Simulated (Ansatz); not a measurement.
Consider the formal exchange of groups at a Cd–C bond: `[CH3][Cd][Cl]` + `O=C(O)O[SiH3]` → `[SiH3][O][Cd][Cl]` + acetic acid.

Calculated with Ansatz (gas phase, PBE0-D4/def2-TZVP geometries, no zero-point term in ΔE). CCSD(T)/CBS adds triple-zeta CCSD(T) − MP2 to the extrapolated MP2 energy (def2 sets, frozen cores). Functionals use def2-TZVPP. def2 core potentials past Kr. For Cd outer-core shells are correlated without core-valence functions, which leaves a few kJ/mol of doubt a bond. Each species was taken in one conformer, which may not be the lowest.

`[CH3][Cd][Cl]`:

Cartesian coordinates in Å:
```
C 0.086 -0.866 0.219
Cd -0.115 1.155 -0.292
Cl -0.335 3.367 -0.852
H 0.560 -1.405 -0.601
H 0.701 -0.957 1.114
H -0.897 -1.294 0.412
```

`O=C(O)O[SiH3]`:

Z-matrix (Å, degrees):
```
Si
O 1 1.693
H 1 1.479 2 102.7
H 1 1.479 2 110.1 3 -118.2
H 1 1.479 2 110.1 3 118.2
C 2 1.322 1 117.1 3 180.0
O 6 1.331 2 110.3 1 -180.0
O 6 1.204 2 124.8 1 0.0
H 7 0.965 6 106.4 2 180.0
```

`[SiH3][O][Cd][Cl]`:

Cartesian coordinates in Å:
```
Si 0.742 0.846 0.569
O 0.484 -0.298 -0.559
Cd -1.023 -1.428 -1.072
Cl -2.700 -2.778 -1.744
H 0.537 0.318 1.951
H 2.142 1.333 0.451
H -0.183 2.007 0.403
```

`CC(=O)O`:

Cartesian coordinates in Å:
```
C -0.553 -0.129 0.775
C 0.254 -0.209 -0.482
O 0.403 -1.186 -1.163
O 0.821 0.975 -0.783
H 0.084 0.184 1.603
H -1.335 0.625 0.664
H -0.995 -1.099 0.987
H 1.320 0.839 -1.601
```

(1) Is it downhill or uphill in electronic energy at CCSD(T)/CBS, and by how much? (An estimate is asked.)

(2) What do these levels give: LDA (SPW92), revPBE-D4, BLYP-D4, r2SCANh-D4, r2SCAN0-D4, PBE, PBE0, RPA@PBE/def2-TZVPP, HF/def2-TZVPP, MP2/def2-TZVPP, CCSD(T)/def2-TZVPP, HF/def2-QZVPP? (Best estimate.)

Largest T1 diagnostic among the species: 0.015.

Results:

(1) Computed: Downhill: ΔE = -22.1 kJ/mol.

(2) Ansatz gave: LDA (SPW92) 8.2, revPBE-D4 -9.2, BLYP-D4 -15.5, r2SCANh-D4 -10.4, r2SCAN0-D4 -9.9, PBE -7.6, PBE0 -8.5, RPA@PBE/def2-TZVPP -18.3, HF/def2-TZVPP -29.1, MP2/def2-TZVPP -11.5, CCSD(T)/def2-TZVPP -16.4, HF/def2-QZVPP -33.1 kJ/mol.

Leaving LDA and LC-ωPBE aside and taking each functional with its dispersion term where it has one, the values, not all of them listed here, spread over 12.7 kJ/mol, from B97M-V to PBE-D4. LDA lies +15.8 kJ/mol from PBE without D4. In def2-TZVPP, CCSD(T) changes the Hartree–Fock value by +12.7 kJ/mol (the triples alone add +2.3 kJ/mol) and MP2 by +17.6 kJ/mol. At CCSD(T), def2-SVP lies +6.1 kJ/mol from the extrapolated value and def2-TZVPP +5.7 kJ/mol.
